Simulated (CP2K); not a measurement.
Ir and the effect of the choice of potentials or basis

```
Ir
1.0
     2.70907    0.00000    0.00000
     1.35453    2.34612    0.00000
     1.35453    0.78204    2.21194
Ir
1
Direct
  0.00000 0.00000 0.00000
```

Kept alike: task band structure; functional PBE; k mesh 12 × 12 × 12; occupations fermi-dirac, width 0.05 eV; no spin polarisation. Program: CP2K. The mesh is that of the run's cell of 1 atom. No spin-orbit coupling.

```csv
choice of potentials or basis,pressure (GPa)
GTH_POTENTIALS Ir GTH-PADE-q17; DZVP-MOLOPT-SR-GTH basis (made for LDA),-4.63
GTH_POTENTIALS Ir GTH-PBE-q17; DZVP-MOLOPT-SR-GTH basis,9.04
POTENTIAL_UZH Ir GTH-PBE0-q17; DZVP-MOLOPT-SR-GTH basis,11.40
POTENTIAL_UZH Ir GTH-SCAN-q17; DZVP-MOLOPT-SR-GTH basis,8.60
```

Pressure is positive in compression. For a metal such a mesh leaves the last digits unconverged.

The pressure runs from -4.63 (GTH_POTENTIALS Ir GTH-PADE-q17; DZVP-MOLOPT-SR-GTH basis (made for LDA)) to 11.40 GPa (POTENTIAL_UZH Ir GTH-PBE0-q17; DZVP-MOLOPT-SR-GTH basis).
